The SIESTA row with the TZ basis looks wrong. It gives a gap of 3.040 eV, while the other eight rows lie between 2.451 and 2.489 eV. The crystal, the positions of the atoms and the density functional are the same throughout, so the extra half electronvolt must come from how this run represents the electrons.

Kohn-Sham DFT gaps of hexagonal SiC (space group P6_3mc, 4 atoms per cell, not relaxed) from SIESTA, Ansatz and DFTK, with the PBE functional and no spin polarisation or spin-orbit coupling. Gaps are taken on a 10x10x5 k mesh, with Fermi-Dirac smearing of 0.05 eV. Energies in the basis column are plane-wave cutoffs.

```
program                                  potentials    basis  gap (eV)  direct gap (eV)  gap less the median of the rows (eV)
 SIESTA  PseudoDojo 0.4 standard, converted to PSML      DZP     2.451            4.080                                -0.036
 SIESTA  PseudoDojo 0.4 standard, converted to PSML      TZP     2.472            4.073                                -0.015
 Ansatz                                  Ansatz PAW   420 eV     2.482            4.080                                -0.005
 Ansatz                      Ansatz PAW polarizable   420 eV     2.482            4.079                                -0.005
 Ansatz                                     JTH PAW   780 eV     2.487            4.094                                 0.000
   DFTK           cp2k.nc.sr.pbe.v0_1.largecore.gth  1170 eV     2.488            4.076                                 0.001
 Ansatz                                     SPMS NC  1034 eV     2.488            4.085                                 0.001
 Ansatz                        PseudoDojo stringent  1116 eV     2.489            4.086                                 0.002
 SIESTA  PseudoDojo 0.4 standard, converted to PSML       TZ     3.040            4.507                                 0.553
```

The basis labels point to the cause. SIESTA builds its wavefunctions from orbitals centred on the atoms. DZ and TZ mean two and three radial shapes for each valence s and p orbital, and the letter P means that polarisation functions are added, which for silicon and carbon are d functions. TZ is the only atomic-orbital basis here without them. Its partner TZP uses the same potentials and adds only these functions, and the gap drops by 0.57 eV.

The potentials are a much weaker influence. The six plane-wave rows use projector-augmented-wave (PAW) and norm-conserving potentials of different makes, yet their gaps agree within 0.007 eV. All these potentials are built to scatter valence electrons as the full atom does, and the states at both edges of the gap lie in the energy range where this holds. Plane waves also favour no angular shape, so d-like parts of a wavefunction are included without being asked for. The cutoffs are usual working values and not converged limits, so the order of these six rows has no physical meaning at this spacing.

Why should d functions narrow the gap, when a better basis might be thought to improve both edges equally? Hold the potential fixed and add functions to a basis. By the variational principle each level, counted from the bottom, then falls or stays where it is. Call the fall of the valence top a_v and that of the conduction edge a_c. If the potential, as it then settles, moves both edges alike, the gap changes by

gap(TZ) − gap(TZP) = a_c − a_v

Since a_v cannot be negative, a_c must be at least 0.57 eV. On this argument the TZ gap is too wide because the empty edge is placed too high by more than the filled edge is.

The likely reason lies in the shapes of the two edge states, which these runs don't print. In SiC the valence top is expected to be a bonding state built mostly from carbon p orbitals, so s and p functions carry most of it, though symmetry lets it mix with silicon d functions as well. The lowest conduction states are expected to be antibonding, with more weight on silicon and in the open regions between the atoms. Orbitals of s and p type follow such a shape less closely, and d functions supply the missing angular detail. Perturbation theory adds a second reason, because a level at energy E that couples with strength V to d-like states at a higher energy E_d is lowered by roughly

V² / (E_d − E)

The empty states lie closer to the d-like states, so their denominator is smaller and they gain more for the same coupling.

The total energy gives a rough idea of how far the filled levels fall. From TZ to TZP it drops by 1.99 eV per cell, which holds 16 valence electrons. If the charge rearranges only a little, this is close to the summed fall of the filled levels at fixed potential:

1.99 eV / 16 ≈ 0.12 eV per electron

If the valence top gained about this average, the conduction edge would have to fall by about 0.57 + 0.12 ≈ 0.7 eV. The computed edges fall further, by 0.66 and 1.23 eV. The second figure compares the lowest conduction level on the mesh in each run, which may sit at different k points, so it need not be the fall of a single state. These runs don't separate the sources of the rest. The p-like valence top is expected to mix with silicon d functions more than the deep s-like bands do, so it should gain more than the average, and 0.7 eV is then too low. Some may also come from the potential, which changes as the charge rearranges. Whatever part of that change is common to both edges leaves the gap alone, while an unequal part would alter this estimate.

The simplest model says that leaving out the d functions lifts every empty band by the same amount against the filled ones. The direct gap, the smallest energy step on the mesh that keeps the electron's wavevector, tests this. The lift is taken from the ordinary gaps of TZ and TZP, and the direct gap of TZ plays no part in setting it:

4.073 eV + 0.568 eV = 4.641 eV

The calculation gives 4.507 eV, so the model is 0.13 eV too high. It gets the direction and most of the size right, but the lift is not uniform. The lowest conduction states may gain more from d functions than the empty states at the direct gap do, or the filled states at the direct gap may gain more than the valence top does. These gaps alone can't tell the two apart.

Comparison with experiment could hide the fault. The measured gap of this form of SiC is larger than all nine gaps here, and TZ comes closest to it. But PBE is known to make semiconductor gaps too small, and the TZ basis happens to push the other way. The k mesh also misses the zone corner K, where the conduction minimum of this polytype is expected, and this doesn't affect all rows alike. On a band path through K the TZP gap is smaller than on the mesh, and the other rows with a sound basis probably behave the same way. The TZ gap on that path is larger than on its mesh, so without d functions the minimum isn't at K at all. Counting K therefore widens the contrast between TZ and TZP, and the 0.57 eV from the mesh understates it. The cell is unrelaxed too, which may shift the gaps either way, but all nine rows share it.

The two remaining SIESTA rows are irregular in a milder way: DZP lies 0.035 eV and TZP 0.014 eV below the plane-wave mean. A smaller basis need not give a larger gap, because the variational principle bounds levels and not the difference between them. Going from DZP to TZP lowers the valence top by 0.026 eV and the conduction edge by only 0.005 eV, so the gap opens slightly. At these two edges a third radial shape lowers the filled one slightly more, whereas d functions lower the empty one more. The first effect is small and depends on the state, for the direct gap narrows from 4.080 to 4.073 eV. What still separates TZP from the plane waves may come from the basis or from the potentials.

Silicon shows a similar weakness in simpler models. Its conduction minimum also lies away from the zone centre, and simple tight-binding models with only s and p orbitals on nearest neighbours fail to describe it. One cure is to add d orbitals, or an extra s-like orbital that imitates their effect. To guess how a basis will treat the gap of such a crystal, ask first whether it has the angular shapes that the empty states need, and only then how many radial shapes it has.
